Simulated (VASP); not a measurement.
A run of VASP 6.6.1 is set up as follows.

File INCAR:

```
PREC = Accurate ; ENCUT = 600
EDIFF = 1E-7 ; ISMEAR = -1
SIGMA = 0.05 ; LREAL = False
LASPH = True ; NELM = 100
ALGO = Normal ; ISIF = 3
LWAVE = False ; LCHARG = False
GGA = PS ; IVDW = 13
IBRION = 2 ; NSW = 60
EDIFFG = -0.01
```

KPOINTS

```
regular mesh
0
Gamma
  8 8 2
```

The input POSCAR:

```
ZnS
1.0
    3.8120000000      0.0000000000      0.0000000000
   -1.9060000000      3.3012888392      0.0000000000
    0.0000000000      0.0000000000     18.6899900000
Zn S
6 6
Direct
    0.3333333333      0.6666666667      0.8333300000
    0.6666666667      0.3333333333      0.3333300000
    0.6666666667      0.3333333333      0.6666700000
    0.3333333333      0.6666666667      0.1666700000
    0.0000000000      0.0000000000      0.5000000000
    0.0000000000      0.0000000000      0.0000000000
    0.3333333333      0.6666666667      0.9583300000
    0.6666666667      0.3333333333      0.4583300000
    0.6666666667      0.3333333333      0.7916700000
    0.3333333333      0.6666666667      0.2916700000
    0.0000000000      0.0000000000      0.6250000000
    0.0000000000      0.0000000000      0.1250000000
```

Potentials or basis: VASP PAW PBE potentials, release 64 (Zn, S).

Command:

```bash
$ cat potpaw_PBE.64/Zn/POTCAR potpaw_PBE.64/S/POTCAR > POTCAR
$ mpirun -np 1 vasp_std > vasp.out
```

Estimate the relaxed cell.

a = 3.767 Å, b = 3.767 Å, c = 18.481 Å, α = 90.00°, β = 90.00°, γ = 120.00°.

Estimate the band gap on the k mesh.

2.18 eV, direct.

Predict the space group after relaxing (to 0.05 Å).

P6_3mc (No. 186).

The path:
| step | energy change (eV) | largest force (eV/Å) | pressure (GPa) | volume (Å³) |
| --- | --- | --- | --- | --- |
| 1 | 0.0000 | 0.0260 | -2.64 | 235.20 |
| 2 | -0.0632 | 0.0201 | 0.99 | 224.38 |
| 3 | -0.0712 | 0.0218 | 0.03 | 226.96 |
| 4 | -0.0712 | 0.0219 | -0.03 | 227.12 |
| 5 | -0.0713 | 0.0133 | -0.04 | 227.12 |
| 6 | -0.0713 | 0.0091 | -0.04 | 227.12 |

Caveat: the PAW data sets were made with another functional, which shifts forces and pressure a little. Expect the measured gap to be larger: semilocal functionals such as PBEsol lack the derivative discontinuity.
